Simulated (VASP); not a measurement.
# GaN (Fm-3m) in VASP: notebook, part 2 of 2

VASP 6.6.1.

## Step 3: G0W0 quasiparticle levels, PBE

Contents of POSCAR:

```
GaN
1.0
    0.0000000000      2.1352350000      2.1352350000
    2.1352350000      0.0000000000      2.1352350000
    2.1352350000      2.1352350000      0.0000000000
Ga N
1 1
Direct
    0.0000000000      0.0000000000      0.0000000000
    0.5000000000      0.5000000000      0.5000000000
```

Contents of INCAR.step1:

```
SYSTEM = GaN
PREC     = Accurate       ! precision mode
ENCUT    = 450            ! plane-wave cutoff, eV
EDIFF    = 1E-8           ! SCF threshold, eV
ISMEAR   = 0              ! smearing method
SIGMA    = 0.01           ! smearing width, eV
LREAL    = .False.        ! projectors in reciprocal space
LASPH    = .True.         ! aspherical terms in the spheres
NELM     = 60             ! most SCF steps
ALGO     = Normal         ! electronic algorithm
LWAVE    = .True.         ! write WAVECAR
LCHARG   = .False.        ! write CHGCAR
GGA      = PE             ! functional
```

Contents of INCAR.step2:

```
SYSTEM = GaN
PREC     = Accurate       ! precision mode
ENCUT    = 450            ! plane-wave cutoff, eV
EDIFF    = 1E-8           ! SCF threshold, eV
ISMEAR   = 0              ! smearing method
SIGMA    = 0.01           ! smearing width, eV
LREAL    = .False.        ! projectors in reciprocal space
LASPH    = .True.         ! aspherical terms in the spheres
NELM     = 1              ! most SCF steps
ALGO     = Exact          ! electronic algorithm
LWAVE    = .True.         ! write WAVECAR
LCHARG   = .False.        ! write CHGCAR
GGA      = PE             ! functional
NBANDS   = 55             ! bands
LOPTICS  = .True.         ! frequency-dependent dielectric function
ISTART   = 1
```

Contents of INCAR.step3:

```
SYSTEM = GaN
PREC     = Accurate       ! precision mode
ENCUT    = 450            ! plane-wave cutoff, eV
EDIFF    = 1E-8           ! SCF threshold, eV
ISMEAR   = 0              ! smearing method
SIGMA    = 0.01           ! smearing width, eV
LREAL    = .False.        ! projectors in reciprocal space
LASPH    = .True.         ! aspherical terms in the spheres
ALGO     = EVGW0          ! electronic algorithm
LWAVE    = .False.        ! write WAVECAR
LCHARG   = .False.        ! write CHGCAR
GGA      = PE             ! functional
NELMGW   = 1            
NBANDS   = 55             ! bands
ENCUTGW  = 150            ! cutoff of the response function
NOMEGA   = 48             ! frequency points
PRECFOCK = Fast         
ISTART   = 1            
NBANDSGW = 17
```

Contents of KPOINTS:

```
regular mesh
0
Gamma
  4 4 4
  0 0 0
```

Potentials or basis: VASP PAW PBE potentials, release 64 (Ga_d_GW, N_GW).

Started as:

```console
$ cat potpaw_PBE.64/Ga_d_GW/POTCAR potpaw_PBE.64/N_GW/POTCAR > POTCAR
$ cp INCAR.step1 INCAR
$ mpirun -np 1 vasp_std > vasp.out
$ cp INCAR.step2 INCAR
$ mpirun -np 1 vasp_std > vasp.out
$ cp INCAR.step3 INCAR
$ mpirun -np 1 vasp_std > vasp.out
```

OUTCAR:

```text
SYSTEM = GaN
   PREC = Accurate
   ENCUT = 450
   EDIFF = 1E-8
   ISMEAR = 0
   LREAL = .False.
   LASPH = .True.
   GGA = PE
   NELMGW = 1
   ENCUTGW = 150
   PRECFOCK = Fast
   ISTART = 1

 Found      8 irreducible k-points:

 Following reciprocal coordinates:
            Coordinates               Weight
  0.000000  0.000000  0.000000      1.000000
  0.250000  0.000000  0.000000      8.000000
  0.500000  0.000000  0.000000      4.000000
  0.250000  0.250000  0.000000      6.000000
  0.500000  0.250000  0.000000     24.000000
 -0.250000  0.250000  0.000000     12.000000
   k-points           NKPTS =      8   k-points in BZ     NKDIM =     64   number of bands    NBANDS=     55
   number of dos      NEDOS =    301   number of ions     NIONS =      2
   total plane-waves  NPLWV =  13824
   dimension x,y,z NGX =    24 NGY =   24 NGZ =   24
   dimension x,y,z NGXF=    48 NGYF=   48 NGZF=   48
   ions per type =               1   1
   NGX,Y,Z   is equivalent  to a cutoff of  13.21, 13.21, 13.21 a.u.
   NGXF,Y,Z  is equivalent  to a cutoff of  26.43, 26.43, 26.43 a.u.
 SYSTEM =  GaN
   PREC   = accura    normal or accurate (medium, high low for compatibility)
   ISTART =      1    job   : 0-new  1-cont  2-samecut
   ICHARG =      0    charge: 1-file 2-atom 10-const
   ISPIN  =      1    spin polarized calculation?
   LNONCOLLINEAR =      F non collinear calculations
   LSORBIT =      F    spin-orbit coupling
   LASPH  =      T    aspherical Exc in radial PAW
   ENCUT  =  450.0 eV  33.07 Ry    5.75 a.u.   5.22  5.22  5.22*2*pi/ulx,y,z
   NELM   =     60;   NELMIN=  2; NELMDL=  0     # of ELM steps
   EDIFF  = 0.1E-07   stopping-criterion for ELM
   LREAL  =      F    real-space projection
   EDIFFG = 0.1E-06   stopping-criterion for IOM
   NSW    =      0    number of steps for IOM
   IBRION =     -1    ionic relax: 0-MD 1-quasi-New 2-CG
   NFREE  =      0    steps in history (QN), initial steepest desc. (CG)
   ISIF   =      0    stress and relaxation
   ISYM   =      3    0-nonsym 1-usesym 2-fastsym
   POTIM  = 0.5000    time-step for ionic-motion
   TEBEG  =    0.0;   TEEND  =   0.0 temperature during run
   PSTRESS=    0.0 pullay stress
   NELECT =      18.0000    total number of electrons
   NUPDOWN=      -1.0000    fix difference up-down
   EMIN   =  10.00;   EMAX   =-10.00  energy-range for DOS
   EFERMI =   0.00;   METHOD = LEGACY
   ISMEAR =     0;   SIGMA  =   0.01  broadening in eV -4-tet -1-fermi 0-gaus
   EFERMI_NEDOS =   21; number of points for ismear=-14 and -15
   IALGO  =     38    algorithm
   IMIX   =      4    mixing-type and parameters
     AMIX     =   0.40;   BMIX     =  1.00
     AMIX_MAG =   1.60;   BMIX_MAG =  1.00
  volume/ion in A,a.u.               =       9.74        65.70
  Fermi-wavevector in a.u.,A,eV,Ry     =   1.594814  3.013761 34.605481  2.543431
  Thomas-Fermi vector in A             =   2.692830
   LORBIT       =      0    0 simple, 1 ext, 2 COOP (PROOUT), +10 PAW based schemes
   GGA     = PE    functional components
   LHFCALC =     T    Hartree Fock is set to
   PRECFOCK=fast      Normal, Fast or Accurate (Low or Medium for compatibility)
   ENCUT4O =  -1.0   cutoff for four orbital integrals eV
   NKREDX  =     1    reduce k-point grid by
   NKREDY  =     1    reduce k-point grid by
   NKREDZ  =     1    reduce k-point grid by
   AEXX    =    1.0000 exact exchange contribution
   HFSCREEN=    0.0000 screening length (either q_TF or 0.3 A-1)
   HFSCREENC=   0.0000 screening length for correlation (either q_TF or 0.3 A-1)
   ENCUTFOCK=  -1.0 apply spherical cutoff to Coloumb kernel
   IVDW    =     0    specifies the selected vdW correction
   LEPSILON=     F    determine dielectric tensor
   LRPA    =     F    only Hartree local field effects (RPA)
   LRPAFORCE           =     F    calculate RPA forces
   ENCUTGW             = 150.0    cutoff for response function in eV
   ENCUTGWSOFT         = 120.0    soft cutoff for Coulomb kernel in GW response function in eV
   ENCUTLF             =  -1.0    cutoff for local field effects
   NELMGW              =     1    number of iterations in solving QP/BSE equation
   NELMHF              =     1    number of iterations in the inner HF iteration
   NKREDLFX            =     1    NKREDLFY  =   1   NKREDLFZ  =   1
 non-spin polarized calculation
 Gauss-broadening in eV      SIGMA  =   0.01
  energy-cutoff  :      450.00
  volume of cell :       19.47
 maximum number of plane-waves:       444
 NGX is ok and might be reduce to    24
  NGX = 12; NGY = 12; NGZ = 12
   NGX = 11   NGY = 11   NGZ = 11
 maximum number of plane-waves:        92

 QP shifts <psi_nk| G(iteration)W_0 |psi_nk>: iteration 1
 for sc-GW calculations column KS-energies equals QP-energies in previous step
 and V_xc(KS)=  KS-energies - (<T + V_ion + V_H > + <T+V_H+V_ion>^1  + <V_x>^1)

 k-point   1 :       0.0000    0.0000    0.0000
  band No.  KS-energies  QP-energies   sigma(KS)   V_xc(KS)     V^pw_x(r,r')   Z            occupation Imag(sigma)

      1      -9.6357     -10.4411     -15.6189     -14.4653     -24.2363       0.6981       2.0000       1.4709
      2      -6.8090      -9.5033     -25.3748     -21.6620     -34.9916       0.7257       2.0000       0.2762
      3      -6.8090      -9.5033     -25.3748     -21.6620     -34.9916       0.7257       2.0000       0.2762
      4      -6.8090      -9.5033     -25.3748     -21.6620     -34.9916       0.7257       2.0000       0.2762
      5      -6.7198      -9.4527     -25.6221     -21.8505     -35.4427       0.7246       2.0000       0.3258
      6      -6.7198      -9.4527     -25.6221     -21.8505     -35.4427       0.7246       2.0000       0.3258
[... 9 lines left out ...]
     16      22.6783      23.4312     -11.6209     -12.6113      -4.4601       0.7602       0.0000      -0.6051
     17      23.2840      23.4522      -8.8588      -9.0735      -2.4463       0.7832       0.0000      -0.3714
[... 88 lines left out ...]
      1      -7.7231      -9.3037     -20.5438     -18.2736     -29.6670       0.6962       2.0000       0.8281
      2      -6.8675      -9.5384     -25.3397     -21.6387     -35.1602       0.7216       2.0000       0.3559
      3      -6.8507      -9.4496     -24.8485     -21.2592     -34.3775       0.7241       2.0000       0.3256
      4      -6.8175      -9.4933     -25.2444     -21.5562     -34.8388       0.7255       2.0000       0.2878
      5      -6.6713      -9.3804     -25.5582     -21.8313     -35.2017       0.7269       2.0000       0.2728
      6      -5.8766      -7.7588     -22.0820     -19.4807     -30.9875       0.7236       2.0000       0.6358
[... 9 lines left out ...]
     16      27.3035      27.8659     -11.8761     -12.5973      -4.7590       0.7797       0.0000      -0.8762
     17      32.9173      33.9159     -10.8089     -12.0375      -3.9381       0.8129       0.0000      -1.0962

 [... further k-points ...]
```

It took 18 s on 1 thread of Intel Xeon 6975P-C (Granite Rapids), shared host; peak memory 0.16 GiB.

These settings aren't checked as converged: the numbers below hold their error.

Results:

```
Band gap on the k mesh, mean-field level : 0.48 eV, indirect (least direct gap 2.32 eV)
Quasiparticle gap                        : 1.29 eV
Least direct quasiparticle gap           : 3.25 eV
```

Caveat: the k mesh is coarse (spacing up to 0.64 Å⁻¹), so the values aren't converged; the cutoff is under 1.25 times the usual one of these potentials, so pressure, stress and relaxed cells hold a basis-set (Pulay) error; bands, screening cutoff and mesh are small and nothing is extrapolated, so the quasiparticle values aren't converged.

## Step 4: For comparison

An earlier run on the cell as given: functional PBE; potentials or basis VASP PAW PBE potentials, release 64 (Ga_d, N); cutoff 520 eV; k mesh 11 × 11 × 11; occupations fermi-dirac, width 0.05 eV; no spin polarisation.

- Pressure: 0.4 GPa
- Band gap on the k mesh: 0.54 eV, indirect (least direct gap 2.37 eV)
